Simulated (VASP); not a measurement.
# Pt (P6_3/mmc) in VASP: a series of runs

Runs on Pt. Level: PBE. Tasks: single point, relaxation of cell and atoms.

Program: VASP 6.6.1. These are calculated values, not measurements. Logs are shortened: lines on timing, memory, paths and dates and some standing lists are left out, and cuts for length are marked.

## Step 1: The structure

Symmetry: P6_3/mmc, No. 194, hexagonal system. Conventional cell: a = 2.758 Å, b = 2.758 Å, c = 4.783 Å, α = 90.00°, β = 90.00°, γ = 120.00°. Pt (site symmetry -6m2) is surrounded by 12 Pt at 2.76 to 2.87 Å.

The cell was built by a generator and needn't be a form met in nature.

## Step 2: Single point, PBE

Contents of INCAR:

```
PREC = Accurate ; ENCUT = 520
EDIFF = 1E-6 ; ISMEAR = 0
SIGMA = 0.05 ; LREAL = False
LASPH = True ; NELM = 100
ALGO = Normal ; ISIF = 2
LWAVE = False ; LCHARG = True
GGA = PE ; LELF = True
LVHAR = True ; NBANDS = 17
```

Contents of KPOINTS:

```
regular mesh
0
Gamma
  18 18 10
```

Contents of POSCAR:

```
Pt
1.0
    2.7578955126      0.0000000000      0.0000000000
   -1.3789477563      2.3884075749      0.0000000000
    0.0000000000      0.0000000000      4.7830017956
Pt
2
Direct
    0.3333333333      0.6666666667      0.7500000000
    0.6666666667      0.3333333333      0.2500000000
```

Potentials or basis: VASP PAW PBE potentials, release 64 (Pt).

The run is started by

```console
cat potpaw_PBE.64/Pt/POTCAR > POTCAR
mpirun -np 1 vasp_std > vasp.out
```

OUTCAR:

```text
PREC = Accurate
   ENCUT = 520
   EDIFF = 1E-6
   ISMEAR = 0
   LREAL = False
   LASPH = True
   NELM = 100
   ISIF = 2
   GGA = PE

 ion  position               nearest neighbor table
   1  0.333  0.667  0.750-   2 2.87   2 2.87   2 2.87   2 2.87   2 2.87   2 2.87
   2  0.667  0.333  0.250-   1 2.87   1 2.87   1 2.87   1 2.87   1 2.87   1 2.87

  LATTYP: Found a hexagonal cell.
 ALAT       =     2.7578955126
 C/A-ratio  =     1.7342940564

  Lattice vectors:

 A1 = (   2.7578955126,   0.0000000000,   0.0000000000)
 A2 = (  -1.3789477563,   2.3884075749,   0.0000000000)
 A3 = (   0.0000000000,   0.0000000000,   4.7830017956)

Analysis of symmetry for initial positions (statically):
=====================================================================
 Subroutine PRICEL returns:
 Original cell was already a primitive cell.

 Routine SETGRP: Setting up the symmetry group for a
 hexagonal supercell.

 Subroutine GETGRP returns: Found 24 space group operations
 (whereof 12 operations were pure point group operations)
 out of a pool of 24 trial point group operations.

The static configuration has the point symmetry D_3d.
 The point group associated with its full space group is D_6h.

Analysis of symmetry for dynamics (positions and initial velocities):
=====================================================================
 Subroutine PRICEL returns:
 Original cell was already a primitive cell.

 Routine SETGRP: Setting up the symmetry group for a
 hexagonal supercell.

 Subroutine GETGRP returns: Found 24 space group operations
 (whereof 12 operations were pure point group operations)
 out of a pool of 24 trial point group operations.

The dynamic configuration has the point symmetry D_3d.
 The point group associated with its full space group is D_6h.

 Subroutine INISYM returns: Found 24 space group operations
 (whereof 12 operations are pure point group operations),
 and found     1 'primitive' translations

----------------------------------------------------------------------------------------

                                     Primitive cell

  volume of cell :      31.5055

  direct lattice vectors                    reciprocal lattice vectors
     2.757895513  0.000000000  0.000000000     0.362595318  0.209344504  0.000000000
    -1.378947756  2.388407575  0.000000000     0.000000000  0.418689009  0.000000000
     0.000000000  0.000000000  4.783001796     0.000000000  0.000000000  0.209073725

  length of vectors
     2.757895513  2.757895513  4.783001796     0.418689009  0.418689009  0.209073725

  position of ions in fractional coordinates (direct lattice)
     0.333333333  0.666666667  0.750000000
     0.666666667  0.333333333  0.250000000

  ion indices of the primitive-cell ions
   primitive index   ion index
                 1           1
                 2           2

----------------------------------------------------------------------------------------

 KPOINTS: regular mesh

Automatic generation of k-mesh.
 Grid dimensions read from file:
 generate k-points for:   18   18   10

 Generating k-lattice:

  Cartesian coordinates                     Fractional coordinates (reciprocal lattice)
     0.020144184  0.011630250  0.000000000     0.055555556 -0.000000000  0.000000000
     0.000000000  0.023260500  0.000000000     0.000000000  0.055555556  0.000000000
     0.000000000  0.000000000  0.020907372     0.000000000  0.000000000  0.100000000

  Length of vectors
     0.023260500  0.023260500  0.020907372

  Shift w.r.t. Gamma in fractional coordinates (k-lattice)
     0.000000000  0.000000000  0.000000000

 Subroutine IBZKPT returns following result:
 ===========================================

 Found    222 irreducible k-points:

 Following reciprocal coordinates:
            Coordinates               Weight
  0.000000  0.000000  0.000000      1.000000
  0.055556  0.000000  0.000000      6.000000
  0.111111  0.000000  0.000000      6.000000
  0.166667  0.000000  0.000000      6.000000
  0.222222  0.000000  0.000000      6.000000
  0.277778 -0.000000  0.000000      6.000000
[... 16 lines left out ...]
  0.333333  0.111111  0.000000     12.000000
  0.388889  0.111111  0.000000     12.000000
 [... further k-points ...]
   k-points           NKPTS =    222   k-points in BZ     NKDIM =    222   number of bands    NBANDS=     17
   number of dos      NEDOS =    301   number of ions     NIONS =      2
   total plane-waves  NPLWV =  20736
   dimension x,y,z NGX =    24 NGY =   24 NGZ =   36
   dimension x,y,z NGXF=    48 NGYF=   48 NGZF=   72
   ions per type =               2
   NGX,Y,Z   is equivalent  to a cutoff of  14.47, 14.47, 12.51 a.u.
   NGXF,Y,Z  is equivalent  to a cutoff of  28.93, 28.93, 25.03 a.u.
 SYSTEM =  unknown system
   PREC   = accura    normal or accurate (medium, high low for compatibility)
   ISTART =      0    job   : 0-new  1-cont  2-samecut
   ICHARG =      2    charge: 1-file 2-atom 10-const
   ISPIN  =      1    spin polarized calculation?
   LNONCOLLINEAR =      F non collinear calculations
   LSORBIT =      F    spin-orbit coupling
   LASPH  =      T    aspherical Exc in radial PAW
   ENCUT  =  520.0 eV  38.22 Ry    6.18 a.u.   5.13  5.13  8.89*2*pi/ulx,y,z
   NELM   =    100;   NELMIN=  2; NELMDL= -5     # of ELM steps
   EDIFF  = 0.1E-05   stopping-criterion for ELM
   LREAL  =      F    real-space projection
   EDIFFG = 0.1E-04   stopping-criterion for IOM
   NSW    =      0    number of steps for IOM
   IBRION =     -1    ionic relax: 0-MD 1-quasi-New 2-CG
   NFREE  =      0    steps in history (QN), initial steepest desc. (CG)
   ISIF   =      2    stress and relaxation
   ISYM   =      2    0-nonsym 1-usesym 2-fastsym
   POTIM  = 0.5000    time-step for ionic-motion
   TEBEG  =    0.0;   TEEND  =   0.0 temperature during run
   PSTRESS=    0.0 pullay stress
   NELECT =      20.0000    total number of electrons
   NUPDOWN=      -1.0000    fix difference up-down
   EMIN   =  10.00;   EMAX   =-10.00  energy-range for DOS
   EFERMI =   0.00;   METHOD = LEGACY
   ISMEAR =     0;   SIGMA  =   0.05  broadening in eV -4-tet -1-fermi 0-gaus
   EFERMI_NEDOS =   21; number of points for ismear=-14 and -15
   IALGO  =     38    algorithm
   IMIX   =      4    mixing-type and parameters
     AMIX     =   0.40;   BMIX     =  1.00
     AMIX_MAG =   1.60;   BMIX_MAG =  1.00
  volume/ion in A,a.u.               =      15.75       106.30
  Fermi-wavevector in a.u.,A,eV,Ry     =   1.406984  2.658815 26.934156  1.979605
  Thomas-Fermi vector in A             =   2.529289
   LORBIT       =      0    0 simple, 1 ext, 2 COOP (PROOUT), +10 PAW based schemes
   GGA     = PE    functional components
   LHFCALC =     F    Hartree Fock is set to
   AEXX    =    0.0000 exact exchange contribution
   IVDW    =     0    specifies the selected vdW correction
   LEPSILON=     F    determine dielectric tensor
   LRPA    =     F    only Hartree local field effects (RPA)
 non-spin polarized calculation
 Gauss-broadening in eV      SIGMA  =   0.05
  energy-cutoff  :      520.00
  volume of cell :       31.51
 maximum number of plane-waves:       864
 NGX is ok and might be reduce to    24
   NGX = 11   NGY = 11   NGZ = 17

 number of electron      20.0000004 magnetization

 Free energy of the ion-electron system (eV)
  ---------------------------------------------------
  ext. energy  EPLUGINS =         0.00000000
  ---------------------------------------------------
  free energy    TOTEN  =       -12.08245500 eV

  energy without entropy =      -12.07744080  energy(sigma->0) =      -12.07994790

 E-fermi :  10.4119     XC(G=0): -13.2247

 val. band max:       10.4100287799   @ k =   0.1667   0.0000   0.4000
 cond. band min:      10.4154209623   @ k =   0.3889   0.1667   0.1000
 fundamental gap:      0.0053921825
 Fermi energy:        10.4118526054

 k-point     1 :       0.0000    0.0000    0.0000
  band No.  band energies     occupation
      1       0.7069      2.00000
      2       3.3516      2.00000
      3       6.4860      2.00000
      4       6.9897      2.00000
      5       6.9897      2.00000
      6       7.3561      2.00000
[... 9 lines left out ...]
     16      27.7028      0.00000
     17      31.5073      0.00000

 k-point     2 :       0.0556    0.0000    0.0000
  band No.  band energies     occupation
      1       0.8195      2.00000
      2       3.4557      2.00000
      3       6.4776      2.00000
      4       6.9820      2.00000
      5       7.0755      2.00000
      6       7.2999      2.00000
[... 9 lines left out ...]
     16      27.8530      0.00000
     17      30.8228      0.00000

 k-point     3 :       0.1111    0.0000    0.0000
  band No.  band energies     occupation
      1       1.1491      2.00000
      2       3.7497      2.00000
      3       6.3944      2.00000
      4       6.9989      2.00000
      5       7.1970      2.00000
      6       7.3292      2.00000
[... 9 lines left out ...]
     16      28.0347      0.00000
     17      29.7378      0.00000

 k-point     4 :       0.1667    0.0000    0.0000
  band No.  band energies     occupation
      1       1.6683      2.00000
      2       4.1618      2.00000
      3       6.2411      2.00000
      4       6.8458      2.00000
      5       7.1034      2.00000
      6       7.3832      2.00000
[... 9 lines left out ...]
     16      28.0427      0.00000
     17      28.3863      0.00000

 k-point     5 :       0.2222    0.0000    0.0000
  band No.  band energies     occupation
      1       2.3210      2.00000
      2       4.5088      2.00000
      3       6.2137      2.00000
      4       6.4056      2.00000
      5       6.6431      2.00000
      6       7.8178      2.00000
[... 9 lines left out ...]
     16      27.0055      0.00000
     17      28.7540      0.00000

 k-point     6 :       0.2778   -0.0000    0.0000
  band No.  band energies     occupation
      1       3.0044      2.00000
      2       4.5659      2.00000
      3       5.8184      2.00000
      4       6.4104      2.00000
      5       6.6547      2.00000
      6       7.6786      2.00000
[... 9 lines left out ...]
     16      26.0748      0.00000
     17      28.2763      0.00000

 k-point     7 :       0.3333   -0.0000    0.0000
  band No.  band energies     occupation
      1       3.5621      2.00000
      2       4.4145      2.00000
      3       5.3529      2.00000
      4       6.5600      2.00000
      5       7.1157      2.00000
      6       7.4260      2.00000
[... 9 lines left out ...]
     16      25.2185      0.00000
     17      25.8027      0.00000

 k-point     8 :       0.3889   -0.0000    0.0000
  band No.  band energies     occupation
      1       3.8749      2.00000
      2       4.2346      2.00000
      3       5.0158      2.00000
      4       6.8947      2.00000
      5       7.2299      2.00000
      6       7.4231      2.00000
[... 9 lines left out ...]
     16      23.4138      0.00000
     17      24.4938      0.00000
[... 203 lines left out ...]
      1       1.9724      2.00000
      2       4.4211      2.00000
      3       6.0635      2.00000
      4       6.8351      2.00000
      5       6.8430      2.00000
      6       7.3014      2.00000
[... 9 lines left out ...]
     16      27.8310      0.00000
     17      28.1873      0.00000

 k-point    20 :       0.1667    0.1111    0.0000
  band No.  band energies     occupation
      1       2.6181      2.00000
      2       4.8189      2.00000
      3       5.8946      2.00000
      4       6.2684      2.00000
      5       6.6875      2.00000
      6       7.4464      2.00000
[... 9 lines left out ...]
     16      27.1869      0.00000
     17      28.4886      0.00000

 k-point    21 :       0.2222    0.1111    0.0000
  band No.  band energies     occupation
      1       3.3138      2.00000
      2       4.9102      2.00000
      3       5.7668      2.00000
      4       6.0154      2.00000
      5       6.6760      2.00000
      6       7.2198      2.00000
[... 9 lines left out ...]
     16      26.3001      0.00000
     17      28.4291      0.00000

 k-point    22 :       0.2778    0.1111    0.0000
  band No.  band energies     occupation
      1       3.9022      2.00000
      2       4.7355      2.00000
      3       5.3588      2.00000
      4       6.3116      2.00000
      5       6.9591      2.00000
      6       7.0652      2.00000
[... 9 lines left out ...]
     16      25.5238      0.00000
     17      26.2566      0.00000

 k-point    23 :       0.3333    0.1111    0.0000
  band No.  band energies     occupation
      1       4.2340      2.00000
      2       4.5413      2.00000
      3       5.0593      2.00000
      4       6.7220      2.00000
      5       6.9893      2.00000
      6       7.3388      2.00000
[... 9 lines left out ...]
     16      24.2122      0.00000
     17      24.8468      0.00000

 k-point    24 :       0.3889    0.1111    0.0000
  band No.  band energies     occupation
      1       4.3346      2.00000
      2       4.4235      2.00000
      3       4.8767      2.00000
      4       6.9936      2.00000
      5       7.1830      2.00000
      6       7.2595      2.00000
[... 9 lines left out ...]
     16      22.6903      0.00000
     17      24.2955      0.00000

 [... further k-points ...]

------------------------ aborting loop because EDIFF is reached ----------------------------------------

  FORCE on cell =-STRESS in cart. coord.  units (eV):
  Direction    XX          YY          ZZ          XY          YZ          ZX
  --------------------------------------------------------------------------------------
  -------------------------------------------------------------------------------------
  Total       -0.0974554     -0.0974554     -0.1032699     -0.0000000      0.0000000      0.0000000
  in kB       -4.9559808     -4.9559808     -5.2516689     -0.0000000      0.0000000      0.0000000
  external PRESSURE =      -5.0545435 kB  Pullay stress =       0.0000000 kB

 VOLUME and BASIS-vectors are now :
 -----------------------------------------------------------------------------
  energy-cutoff  :      520.00
  volume of cell :       31.51
      direct lattice vectors                 reciprocal lattice vectors
     2.757895513  0.000000000  0.000000000     0.362595318  0.209344504  0.000000000
    -1.378947756  2.388407575  0.000000000     0.000000000  0.418689009  0.000000000
     0.000000000  0.000000000  4.783001796     0.000000000  0.000000000  0.209073725

 POSITION                                       TOTAL-FORCE (eV/Angst)
 -----------------------------------------------------------------------------------
     -0.00000      1.59227      3.58725         0.000000     -0.000000      0.000000
      1.37895      0.79614      1.19575        -0.000000      0.000000      0.000000
 -----------------------------------------------------------------------------------
    total drift:                               -0.000000      0.000000     -0.000000

  FREE ENERGIE OF THE ION-ELECTRON SYSTEM (eV)
  ---------------------------------------------------
  free  energy   TOTEN  =       -12.0824549981 eV

  energy  without entropy=      -12.0774407997  energy(sigma->0) =      -12.07994790
```

Wall time 29 s (1 thread of Intel Xeon 6975P-C (Granite Rapids), shared host); peak memory 0.23 GiB.

Results:

```yaml
Free_energy: -12.0825 eV
Pressure: -0.5 GPa
Band_gap_on_the_k_mesh: none (metal or under the smearing width)
```

The run has no spin-orbit coupling, so splittings on Pt are missing.

## Step 3: Relaxation of cell and atoms, PBE

This run uses another cell than the first one, of 15.06 Å³/atom, 0.956 times its volume.

Contents of INCAR:

```
  PREC = Accurate
  ENCUT = 600
  EDIFF = 1E-6
  ISMEAR = 0
  SIGMA = 0.05
  LREAL = False
  LASPH = True
  NELM = 100
  ALGO = Fast
  ISIF = 3
  LWAVE = False
  LCHARG = False
  GGA = PE
  IBRION = 2
  NSW = 80
  EDIFFG = -0.01
```

Contents of KPOINTS:

```
Automatic mesh
0
Gamma
  18 18 10
```

Contents of POSCAR:

```
Pt
1.0
    2.7716678567      0.0000000000      0.0000000000
   -1.3858339283      2.4003347747      0.0000000000
    0.0000000000      0.0000000000      4.5270574992
Pt
2
Direct
    0.3333333333      0.6666666667      0.7500000000
    0.6666666667      0.3333333333      0.2500000000
```

Potentials or basis: VASP PAW PBE potentials, release 64 (Pt).

The run is started by

```console
cat potpaw_PBE.64/Pt/POTCAR > POTCAR
mpirun -np 1 vasp_std > vasp.out
```

Wall time 2.8 min (1 thread of Intel Xeon 6975P-C (Granite Rapids), shared host); peak memory 0.25 GiB.

The run converged. Its results:

```
Free energy                            : -12.0822 eV
Relaxed volume                         : 15.73 Å³/atom
Relaxed cell                           : a = 2.757 Å, b = 2.757 Å, c = 4.776 Å, α = 90.00°, β = 90.00°, γ = 120.00°
Space group after relaxing (to 0.05 Å) : P6_3/mmc (No. 194)
Energy gained by relaxing              : 41.1 meV/atom
Ionic steps                            : 10
Pressure after relaxing                : 0.0 GPa
Band gap on the k mesh                 : none (metal or under the smearing width)
```

Stress tensor (GPa, compression positive):
```
-0.05  0.00  0.00
 0.00 -0.05  0.00
 0.00  0.00  0.07
```

The path:
```csv
step,energy change (eV),largest force (eV/Å),pressure (GPa),volume (Å³)
1,0.0000,0.0000,11.60,30.12
2,0.1836,0.0000,-20.10,35.11
3,-0.0573,0.0000,-1.76,31.64
4,-0.0573,0.0000,-1.36,31.58
5,-0.0801,0.0000,-0.39,31.47
6,-0.0822,0.0000,0.13,31.43
7,-0.0823,0.0000,0.23,31.42
8,-0.0823,0.0000,0.19,31.43
9,-0.0822,0.0000,-0.41,31.50
10,-0.0823,0.0000,-0.01,31.45
```

Final structure:
```cif
data_structure
_symmetry_space_group_name_H-M 'P 1'
_symmetry_Int_Tables_number 1
_cell_length_a 2.7575
_cell_length_b 2.7575
_cell_length_c 4.7764
_cell_angle_alpha 90.000
_cell_angle_beta 90.000
_cell_angle_gamma 120.000
_cell_volume 31.45
loop_
_atom_site_label
_atom_site_type_symbol
_atom_site_fract_x
_atom_site_fract_y
_atom_site_fract_z
_atom_site_occupancy
Pt1 Pt 0.33333 0.66667 0.75000 1
Pt2 Pt 0.66667 0.33333 0.25000 1
```

Levels at points of the mesh, in eV from the Fermi level:
| k point | band 8 | band 9 | band 10 | band 11 | band 12 | band 13 |
| --- | --- | --- | --- | --- | --- | --- |
| (0.00, 0.00, 0.00) | -1.81 | -1.81 | -0.70 | -0.21 | -0.21 | 4.75 |
| (0.50, 0.00, 0.00) | 0.02 | 0.29 | 0.49 | 2.28 | 3.76 | 7.30 |
| (0.00, 0.00, 0.50) | -3.43 | -0.79 | -0.79 | -0.79 | -0.79 | 12.00 |
| (0.50, 0.00, 0.50) | -0.84 | 0.41 | 0.41 | 1.71 | 1.71 | 6.50 |

The run has no spin-orbit coupling, so splittings on Pt are missing.
